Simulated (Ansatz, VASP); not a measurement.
**C: VASP beside Ansatz**

```
CELL_PARAMETERS angstrom
1.22277 -2.11674 0.00000
1.22277 2.11674 0.00000
0.00000 0.00000 6.73532
ATOMIC_POSITIONS crystal
C 0.08330 0.91670 0.75001
C 0.58330 0.41670 0.24999
C 0.91670 0.08330 0.24999
C 0.41670 0.58330 0.75001
```

Alike in both runs: functional LDA; k mesh 18 × 18 × 6; occupations gaussian, width 0.1 eV; no spin polarisation.

Ansatz relaxed the structure, and its values are those at the end. VASP's run is a single point on that final structure, the one shown.

```csv
,VASP,Ansatz
version,VASP 6.6.1,Ansatz 0.2.0
potentials or method,"VASP PAW LDA potentials, release 64 (C)","scalar-relativistic, plane waves, PAW"
plane-wave cutoff (eV),520,420
valence electrons in the cell,16,16
```

```tsv
	VASP	Ansatz	Ansatz less VASP
gap on the k mesh at the Fermi level (eV)	none	none	-
pressure (GPa)	0.8	0.0	-0.80
```

A gap of «none» marks a metal or a gap that the smearing closes.
